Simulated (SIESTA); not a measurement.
# RbCl under changes of volume

One of the cells (35.094 Å³/atom); the others are scaled copies at fixed shape and fractional positions:

```
Rb Cl
1.0
     0.00000    3.27400    3.27400
     3.27400    0.00000    3.27400
     3.27400    3.27400    0.00000
Rb Cl
1 1
Direct
  0.00000 0.00000 0.00000
  0.50000 0.50000 0.50000
```

```yaml
Program: SIESTA 5.4.2
Functional: LDA
Potentials_or_basis: PseudoDojo 0.4 standard (LDA files)
Basis: DZP (energy shift 0.003 Ry; two zetas on semicore shells; d shell added on Rb)
Grid_cutoff: 800 Ry
Energy_shift: 0.003 Ry
k_mesh: 7 × 7 × 7
Occupations: fermi-dirac, width 0.05 eV
Spin: no spin polarisation
```

```csv
volume (Å³/atom),energy over the lowest point (meV/atom),pressure (GPa),gap on the mesh (eV)
32.989,0.00,-0.4,4.84
33.690,?,?,?
34.392,6.66,-1.1,4.71
35.094,12.29,-1.4,4.64
35.796,19.12,-1.7,4.58
36.498,27.10,-1.9,4.52
37.200,36.10,-2.2,4.47
```

Task: What does the run at 33.690 Å³/atom give?

Result: Energy over the lowest point 2.49 meV/atom; pressure -0.8 GPa; gap on the mesh 4.77 eV.

Worked out: A Birch-Murnaghan fit of order 3 (a polynomial in V^(-2/3)) to the other rows has its minimum at 32.39 Å³/atom, just outside them, with B0 = V·E''(V) = 21 GPa and B' = 4.6. It gives 2.53 meV/atom at 33.690 Å³/atom, against the run's 2.49, and -dE/dV = -0.8 GPa, against -0.8. A straight line through the other rows of the gap, of slope -3.11 eV per unit of ln V (its deformation potential), gives 4.77 eV, against the run's 4.77.

Energies are extrapolated to zero smearing.

Caveats: the basis of atomic orbitals isn't converged, which shifts pressures, moduli and gaps; an odd mesh through Γ misses points on the zone boundary, where band edges often lie (some runs). Spin-orbit coupling on Rb is left out.
